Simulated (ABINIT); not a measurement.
Set up this calculation in ABINIT 10.8.3 (patched build), as the native input.

```
Task                : equation of state
Functional          : BLYP
Potentials or basis : JTH PAW PBE v2.0
Cutoff              : 599 eV
k mesh              : 8 × 8 × 8
Occupations         : fermi-dirac, width 0.05 eV
Spin                : no spin polarisation
Fine-grid cutoff    : 1197.3 eV
```

The system is Ge.

```
Ge
1.0
     0.00000    2.82891    2.82891
     2.82891    0.00000    2.82891
     2.82891    2.82891    0.00000
Ge
2
Direct
  0.75000 0.75000 0.75000
  0.50000 0.50000 0.50000
```

These files were run (other wordings do the same):

run.abi

```
# Datasets: one volume each
ndtset 7
getwfk -1
scalecart1 3*0.9795861087
scalecart2 3*0.9864848297
scalecart3 3*0.9932883884
scalecart4 3*1.0000000000
scalecart5 3*1.0066227096
scalecart6 3*1.0131594038
scalecart7 3*1.0196128224

# Pseudopotentials
pp_dirpath "./"
pseudos "Ge.GGA_PBE-JTH.xml"

# Structure
acell 3*1.0
rprim
     0.0000000000     5.3458651312     5.3458651312
     5.3458651312     0.0000000000     5.3458651312
     5.3458651312     5.3458651312     0.0000000000
ntypat 1
znucl 32
natom 2
typat 1 1
xred
     0.7500000000     0.7500000000     0.7500000000
     0.5000000000     0.5000000000     0.5000000000

# Plane-wave basis
ecut 22.0
pawecutdg 44.0
pawxcdev 0

# k points
kptopt 1
ngkpt 8 8 8
nshiftk 1
shiftk 0.0 0.0 0.0

# Exchange and correlation
ixc -106131

# Bands and occupations
nband 18
occopt 3
tsmear 0.05 eV

# SCF cycle
nstep 100
tolvrs 1.0e-9

# Output
iomode 3
prtwf 1
prtden 0
prteig 0
prtebands 0
enunit 2
```

Potentials or basis: JTH PAW PBE v2.0.

Command:

```bash
$ abinit run.abi > log 2>&1
```

Results of the run:

```
Equilibrium volume : 25.47 Å³/atom (rough: see the caveat)
Bulk modulus       : 50 GPa (rough)
```

Caveat: pressures at fixed basis lie under the slope of the energies; the minimum lies outside the volumes run; the PAW data sets were made with another functional, which shifts forces and pressure a little; the atomic spheres overlap.

It took 2.1 min on 1 thread of Intel(R) Xeon(R) 6975P-C (Granite Rapids) (shared host), peak memory 0.17 GiB.
